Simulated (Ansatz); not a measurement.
# CuO (Tenorite) under changes of volume

One of the cells (10.135 Å³/atom); the others are scaled copies at fixed shape and fractional positions:

```xyz
4
Lattice="2.3418 -1.7113 0.0000 2.3418 1.7113 0.0000 -0.8500 0.0000 5.0579" Properties=species:S:1:pos:R:3 pbc="T T T"
Cu    0.7459   -0.8557    2.5289
Cu    1.1709    0.8557    0.0000
O     1.7043    0.2793    3.7934
O     2.1293   -0.2793    1.2645
```

```yaml
Program: Ansatz 0.2.0
Functional: PBE
Potentials_or_basis: Ansatz PAW earlier set
Cutoff: 1050 eV
Density_cutoff: 4200 eV
k_mesh: 10 × 10 × 5
Occupations: fermi-dirac, width 0.05 eV
Spin: no spin polarisation
```

| volume (Å³/atom) | energy over the lowest point (meV/atom) | pressure (GPa) | largest force (eV/Å) |
| --- | --- | --- | --- |
| 9.527 | ? | ? | ? |
| 9.730 | 30.11 | 14.1 | 0.124 |
| 9.932 | 15.15 | 9.7 | 0.195 |
| 10.135 | 5.50 | 5.7 | 0.260 |
| 10.338 | 0.62 | 2.1 | 0.320 |
| 10.540 | 0.00 | -1.0 | 0.375 |
| 10.743 | 3.20 | -3.9 | 0.425 |

Question: What does the run at 9.527 Å³/atom give?

Answer: Energy over the lowest point 51.01 meV/atom; pressure 19.1 GPa; largest force 0.047 eV/Å.

Worked out: A Birch-Murnaghan fit of order 3 (a polynomial in V^(-2/3)) to the other rows has its minimum at 10.47 Å³/atom with B0 = V·E''(V) = 161 GPa and B' = 4.9 at fixed shape and positions, which overstates the stiffness. It gives 51.14 meV/atom at 9.527 Å³/atom, against the run's 51.01, and -dE/dV = 19.2 GPa, against 19.1.

Energies are extrapolated to zero smearing.

Caveats: the run has no spin polarisation, though such a crystal can be magnetic.
